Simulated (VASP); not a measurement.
Runs of VASP 6.6.1 on SiNi. Symmetry: P2_13, No. 198, cubic system. The conventional cell has a = 4.504 Å, b = 4.504 Å, c = 4.504 Å, α = 90.00°, β = 90.00°, γ = 90.00°. Around Ni (site symmetry 3) lie 7 Si at 2.36 to 2.44 Å. Si (site symmetry 3) is surrounded by 7 Ni at 2.36 to 2.44 Å. The cell is a database's computed one.

```tsv
task	level	potentials or basis	cutoff (eV)	smearing	k mesh for the DOS	occupations for the DOS	gap on the mesh (eV)	pressure (GPa)	moment (μB)	largest force (eV/Å)
density of states	PBE	VASP PAW PBE potentials, release 64 (Ni, Si)	520	gaussian 0.02 eV	8 × 8 × 8	tetrahedron	-	-	0.00	-
atomic charges	PBEsol	VASP PAW PBE potentials, release 64 (Ni, Si)	520	gaussian 0.02 eV	-	-	none	-4.3	0.00	0.03
electric field gradients	PBE	VASP PAW PBE potentials, release 64 (Ni, Si)	520	gaussian 0.02 eV	-	-	none	1.9	0.00	(a)
band structure	PBE	VASP PAW PBE potentials, release 54 (Ni, Si)	600	fermi-dirac 0.05 eV	-	-	-	-	0.00	-
core levels	PBEsol	VASP PAW PBE potentials, release 64 (Ni, Si)	520	gaussian 0.02 eV	-	-	none	-4.3	0.00	0.03
```

Alike in all rows: spin collinear, ferromagnetic start; cell as given; k mesh 5 × 5 × 5.

Question: Estimate the missing entries.

Answer: (a) 0.02.

Caveats: the PAW data sets were made with another functional, which shifts forces and pressure a little (some runs); tetrahedron occupations give inexact forces and stress in metals (some runs).

A gap of «none» marks a metal or a gap under the smearing width.
